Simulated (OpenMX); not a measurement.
Runs of OpenMX 3.8.5 on V. It takes space group Im-3m (No. 229, cubic). Conventional cell: a = 3.107 Å, b = 3.107 Å, c = 3.107 Å, α = 90.00°, β = 90.00°, γ = 90.00°. V (site symmetry m-3m) is surrounded by 8 V at 2.69 Å. 

| cell | gap on the mesh (eV) | pressure (GPa) | moment (μB) |
| --- | --- | --- | --- |
| Im-3m, 15.0 Å³/atom | none | (b) | 0.24 |
| Im-3m, 12.78 Å³/atom | none | 11.5 | 0.00 |
| Im-3m, 14.45 Å³/atom | none | -11.1 | (a) |
| Im-3m, 12.22 Å³/atom | none | 22.6 | 0.00 |
| Im-3m, 13.34 Å³/atom | none | 2.4 | 0.00 |

Alike in all rows: task single point; level PBE; potentials or basis OpenMX 2013 PBE set, V6.0-s3p2d2, grid cutoff 400 Ry; spin collinear, ferromagnetic start; k mesh 9 × 9 × 9; smearing fermi-dirac 0.05 eV.

**Question.** Fill in the values left out.

**Answer.** (a) 0.21; (b) -16.1.

Caveats: the basis of atomic orbitals isn't converged, which shifts pressures, moduli and gaps.

A gap of «none» marks a metal or a gap under the smearing width.
